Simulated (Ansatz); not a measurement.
# Al3Cu: tests of the settings

An exercise on one series of results from a longer session: the logs are not shown, and one member is left open.

Program: Ansatz 0.2.0. Level of theory: DFT r2SCAN, scalar-relativistic, plane waves, PAW. These are calculated values, not measurements.

### The structure to begin with

It takes space group P4/mmm (No. 123, tetragonal). Conventional cell: a = 2.778 Å, b = 2.778 Å, c = 7.513 Å, α = 90.00°, β = 90.00°, γ = 90.00°. Al (site symmetry 4/mmm) is surrounded by 12 Al at 2.78 to 2.85 Å. Around Al (site symmetry 4mm) lie 4 Cu at 2.60 Å and 8 Al at 2.78 to 2.85 Å. Cu (site symmetry 4/mmm) has 8 Al at 2.60 Å and 4 Cu at 2.78 Å in its first shell of neighbours.

Structure file:

```
Al Cu
1.0
     2.77841    0.00000    0.00000
     0.00000    2.77841    0.00000
     0.00000    0.00000    7.51340
Al Cu
3 1
Cartesian
  0.0000 0.0000 3.7567
  1.3892 1.3892 1.6989
  1.3892 1.3892 5.8145
  0.0000 0.0000 0.0000
```

Source of the structure: the Materials Project (structure only). It is taken as it stands there.

### The base run, which the others are set against

Contents of input.yaml:

```yaml
crystal:
  lattice:
    - [2.7784054294, 0.0, 0.0]
    - [0.0, 2.7784054294, 0.0]
    - [0.0, 0.0, 7.51340341]
  atoms:
    - { symbol: Al, position: [0.0, 0.0, 0.5] }
    - { symbol: Al, position: [0.5, 0.5, 0.22611551] }
    - { symbol: Al, position: [0.5, 0.5, 0.77388449] }
    - { symbol: Cu, position: [0.0, 0.0, 0.0] }
basis:
  ecutwfc: 500
kpoints:
  mp_grid: { grid: [16, 16, 6] }
hamiltonian:
  xc: r2scan
scf:
  occupations: { method: gaussian, width: 0.1 }
output:
  forces: true
  stress: true
  eigenvalues: true
  populations: true
  write_density: true
  write_potential: true
  elf: true
  volumetric_format: npy
```

It was run beforehand and gave: -2063.2062 eV/atom at zero smearing, pressure 0.49 GPa, largest force 0.154 eV/Å, no gap on the mesh, in 9 SCF cycles and 65 s.

The first run:

Contents of input.yaml:

```yaml
crystal:
  lattice:
    - [2.7784054294, 0.0, 0.0]
    - [0.0, 2.7784054294, 0.0]
    - [0.0, 0.0, 7.51340341]
  atoms:
    - { symbol: Al, position: [0.0, 0.0, 0.5] }
    - { symbol: Al, position: [0.5, 0.5, 0.22611551] }
    - { symbol: Al, position: [0.5, 0.5, 0.77388449] }
    - { symbol: Cu, position: [0.0, 0.0, 0.0] }
basis:
  ecutwfc: 500
kpoints:
  mp_grid: { grid: [8, 8, 3] }
hamiltonian:
  xc: r2scan
scf:
  occupations: { method: gaussian, width: 0.01 }
output:
  forces: true
  stress: true
  eigenvalues: true
```

Launch:

```
ansatz run input.yaml --threads 1 --pin off --max-ram 2560MiB --backend cpu --events-out ev --progress --plain --runs-dir out
```

Steps of the session up to this table: Smearing width on a coarse mesh set to Gaussian 0.01 eV; Smearing width on a coarse mesh: Gaussian 0.05 eV; Smearing width on a coarse mesh: Gaussian 0.1 eV; Smearing width on a coarse mesh set to Gaussian 0.2 eV; Smearing width on a coarse mesh set to Gaussian 0.4 eV; Level of the exchange-correlation grid set to 1; Level of the exchange-correlation grid: 2; Level of the exchange-correlation grid set to 3; Level of the exchange-correlation grid: 4.

One of the session's tables, all rows but one given; the rest of the session is left out.

It belongs to the step «The sweep of the level of the exchange-correlation grid side by side». 

```
level  ΔE (meV/atom)
    1           0.03
    2              ?
    3           0.00
    4           0.00
```

Estimate the missing values for level = 2.

Worked estimate for «ΔE (meV/atom)». A straight line through the neighbours (1, 0.03) and (3, 0.00) gives 0.03 + (0.00 − 0.03) × (2 − 1) / (3 − 1) = 0.01; a parabola fitted to 3 rows on both sides gives 0.01.

As computed: ΔE (meV/atom): -0.01. In «ΔE (meV/atom)» the line misses by +0.02 and the parabola by +0.02. Between these rows the values bend or scatter more than so simple an estimate can follow.
